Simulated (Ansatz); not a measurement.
**A film clamped to a substrate in SiGe**

All numbers below come from DFT r2SCAN, scalar-relativistic, plane waves, PAW (Ansatz). Cutoff 500 eV, Γ-centred 12×12×4 k-points, Gaussian smearing of 0.05 eV. No spin polarisation. Energies are free energies at this smearing, counted from the undisturbed cell; pressure is positive in compression.

Reference structure (as given, not relaxed at this level; it stands at 0.0 GPa, and it needn't be the usual structure):

```xyz
4
Lattice="3.9045 0.0000 0.0000 -1.9522 3.3814 0.0000 0.0000 0.0000 6.4508" Properties=species:S:1:pos:R:3 pbc="T T T"
Si    1.9522    1.1271    5.6419
Si    0.0000    2.2542    2.4165
Ge    1.9522    1.1271    3.2279
Ge    0.0000    2.2542    0.0025
```

The cell (4 atoms, V0 = 85.17 Å³) is strained by p along both x and y and by q along z, fractional coordinates fixed. τp = (1/V0) ∂E/∂p = (σxx + σyy)(1 + p)(1 + q) and τq = (1/V0) ∂E/∂q = σzz(1 + p)², with tension positive.

| p | q | ΔE (meV/atom) | τp (GPa) | τq (GPa) |
| --- | --- | --- | --- | --- |
| 0.000 | 0.000 | 0.00 | -0.05 | -0.05 |
| -0.025 | 0.000 | 21.75 | -13.54 | -0.79 |
| 0.025 | 0.000 | 18.36 | 10.68 | 0.44 |
| 0.000 | -0.025 | 10.51 | -0.68 | -6.53 |
| 0.000 | 0.025 | 8.71 | 0.53 | 5.09 |

Problem. Get the second derivatives of the energy density.

Solution. Central differences give A = ∂τp/∂p = 484 GPa (C11 + C22 + 2 C12), C = ∂τq/∂q = 232 GPa (C33) and the cross term B = ∂τq/∂p = 24.5 GPa (C13 + C23); ∂τp/∂q = 24.2 GPa must equal B, and any difference shows higher-order terms. The ions are clamped.

Problem. A film of this crystal grows with z along the normal on a substrate that imposes p. How does its thickness respond, and what does the misfit cost?

Solution. Count p and q from the stress-free cell. A free surface needs τq = 0, so q = −(B/C) p = -0.11 p. The energy density left is (A − B²/C) p²/2 = M p², with the biaxial modulus M = 241 GPa; a misfit of 1 % costs 3.20 meV/atom, against 3.22 meV/atom if the thickness were held.

At p = 0.050 the energies along q are 107.3 (q = -0.050), 76.0 (q = -0.025), 68.3 (q = 0.000), 79.5 (q = 0.025), 105.5 (q = 0.050) meV/atom.

Problem. Does the linear rule hold at this misfit?

Solution. A parabola through the lowest point and its neighbours has its minimum at q = -0.002, 68.3 meV/atom. With the stress left in the starting cell, τp0 and τq0, linear elasticity gives q = −(τq0 + Bp)/C = -0.005 and E = V0(τp0 p + τq0 q + Ap²/2 + Bpq + Cq²/2)/N = 79.7 meV/atom. The energies differ by more than a tenth, so the quadratic law fails here: the gap holds the anharmonic part, with some error from the wide steps. Cubic terms also shift the vertex of so wide a parabola.

Forces appear on the atoms along this scan, and letting them relax would lower the energy and soften the response. The gap closes along the scan, which can put kinks into the curve.

The film resists in-plane strain strongly but barely changes thickness, so letting the surface move freely recovers almost none of the misfit energy: 3.20 against 3.22 meV/atom at 1 % misfit. The structure is a wurtzite-like network of tetrahedral Si–Ge bonds, stiff along z as well as in the plane. A thickness response of only -0.11 p is weak for such a semiconductor, and the fixed fractional coordinates are the likely cause. In-plane tension stretches the inclined bonds but leaves the axial ones untouched. If the sublattices could shift, the buckled layers would flatten and load the axial bonds, pulling the film thinner.

Compression costs more than equal extension along both strain paths, as expected when short-range repulsion steepens while stretched covalent bonds weaken. The same asymmetry explains why the harmonic estimate of 79.7 meV/atom lies above the computed 68.3 meV/atom at the larger tensile misfit. Whether a film would stay coherent there also depends on the cost of misfit dislocations, which these energies don't contain.
